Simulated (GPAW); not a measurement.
Here is a GPAW 26.7.0 calculation.

The input run.py:

```python
from ase.calculators.mixing import SumCalculator
from ase.filters import FrechetCellFilter
from ase.io import read, write
from ase.optimize import BFGS
from dftd3.ase import DFTD3
from gpaw import GPAW, PW

atoms = read('GaP.xyz')

calc = GPAW(mode=PW(600),
            xc='PBE',
            kpts={'size': (8, 8, 8), 'gamma': True},
            occupations={'name': 'fermi-dirac', 'width': 0.05},
            nbands=11,
            convergence={'density': 1e-05, 'forces': 0.0001},
            maxiter=150,
            txt='gpaw.txt')
atoms.calc = SumCalculator([calc, DFTD3(method='pbe', damping='d3bj')])
opt = BFGS(FrechetCellFilter(atoms), trajectory='relax.traj', logfile='-')
done = opt.run(fmax=0.02, steps=100)
calc.write('gs.gpw')
write('result.traj', atoms)
print('Converged:', done)
print('Cell:', atoms.cell.cellpar().round(4))
print('Volume:', round(atoms.get_volume(), 4))
print(atoms.get_scaled_positions().round(5))
```

GaP.xyz

```xyz
2
Lattice="0.0000000000 2.7252500000 2.7252500000 2.7252500000 0.0000000000 2.7252500000 2.7252500000 2.7252500000 0.0000000000" Properties=species:S:1:pos:R:3 pbc="T T T"
Ga     0.0000000000      0.0000000000      0.0000000000
P      4.0878750000      4.0878750000      4.0878750000
```

Potentials or basis: GPAW PAW data sets (gpaw-data 1.2.1), pw.

The run is started by

```sh
$ OMP_NUM_THREADS=1 python run.py
```

Problem. Estimate the band gap on the k mesh.

Solution. 1.66 eV, indirect (least direct gap 1.73 eV).

Problem. Predict the space group after relaxing (to 0.05 Å).

Solution. F-43m (No. 216).

Problem. Estimate the relaxed cell.

Solution. a = 3.880 Å, b = 3.880 Å, c = 3.880 Å, α = 60.00°, β = 60.00°, γ = 60.00°.

Problem. What does it give for the relaxed volume?

Solution. 20.65 Å³/atom.

Step by step:
| step | energy change (eV) | largest force (eV/Å) | pressure (GPa) | volume (Å³) |
| --- | --- | --- | --- | --- |
| 1 | 0.0000 | 0.0000 | 1.83 | 40.48 |
| 2 | -0.0020 | 0.0000 | 1.37 | 40.68 |
| 3 | -0.0047 | 0.0000 | 0.03 | 41.29 |

Caveat: the data sets keep Ga 3d, Li 1s and Be 1s frozen, and some such compounds lay over 1.5 % in volume off other programs; later steps reuse the first step's grids. A k mesh can miss the band edges.
